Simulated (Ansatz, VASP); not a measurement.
## One calculation of Nb, two programs

```
Nb
1.0
     1.56068    0.90106    7.54267
    -1.56068    0.90106    7.54267
     0.00000   -1.80212    7.54267
Nb
3
Direct
  0.00000 0.00000 0.00000
  0.22222 0.22222 0.22222
  0.77778 0.77778 0.77778
```

Alike in both runs: task single point; functional r2SCAN; k mesh 6 × 6 × 6; occupations gaussian, width 0.1 eV; no spin polarisation.

|  | VASP | Ansatz |
| --- | --- | --- |
| version | VASP 6.6.1 | Ansatz 0.2.0 |
| potentials or method | VASP PAW PBE potentials, release 64 (Nb_sv) | scalar-relativistic, plane waves, PAW |
| plane-wave cutoff (eV) | 520 | 500 |
| valence electrons in the cell | 39 | 39 |

Ansatz gave:

```
gap on the k mesh at the Fermi level (eV)       : none
pressure (GPa)                                  : -17.8
largest component of the traceless stress (GPa) : 3.06
rms of the force components (eV/Å)              : 0.011
```

Q: Estimate VASP's values.

A: gap on the k mesh at the Fermi level (eV): none; pressure (GPa): -17.9; largest component of the traceless stress (GPa): 3.07; rms of the force components (eV/Å): 0.011.

Atom by atom the forces differ by 0.000 eV/Å (rms over components). A gap of «none» marks a metal or a gap that the smearing closes.

Caveats: the k mesh is coarse (spacing up to 0.39 Å⁻¹), so the values aren't converged; so large a pressure means that the cell lies far from this level's equilibrium, or that cutoff or potentials fall short (VASP); the potentials were made for another functional, which shifts forces and pressure (VASP).
